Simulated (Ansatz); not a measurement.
Sb:

```xyz
1
Lattice="3.1600 0.0000 0.0000 0.0000 3.1600 0.0000 0.0000 0.0000 3.1600" Properties=species:S:1:pos:R:3 pbc="T T T"
Sb    0.0000    0.0000    0.0000
```

This isn't the form of Sb at room conditions, which is rhombohedral.

Base run:

- Program: Ansatz 0.2.0
- Functional: r2SCAN
- Potentials or basis: Ansatz PAW
- Cutoff: 500 eV (not typed: the program's choice for these potentials)
- k mesh: 8 × 8 × 8
- Occupations: fermi-dirac, width 0.05 eV
- Spin: no spin polarisation

Its results: band gap on the k mesh none (metal or under the smearing width); pressure -3.3 GPa.

Question: The run is repeated on the same cell with these changes: functional from r2SCAN to PBEsol; cutoff from 500 eV (not typed: the program's choice for these potentials) to 420 eV (not typed: the program's choice for these potentials); spin from no spin polarisation to spin-orbit coupling, no magnetisation; potential files from those of the base run to others of the same set. What comes out?

Answer: Band gap on the k mesh none (metal or under the smearing width); pressure -4.5 GPa.

Several settings changed at once, so the effect can't be laid on one alone.

Caveats: the PAW data sets come from PBE, with cores solved anew for the run's functional, which leaves a small shift of forces and pressure; spin-orbit coupling is left out, which moves the levels of the heavy elements (some runs).
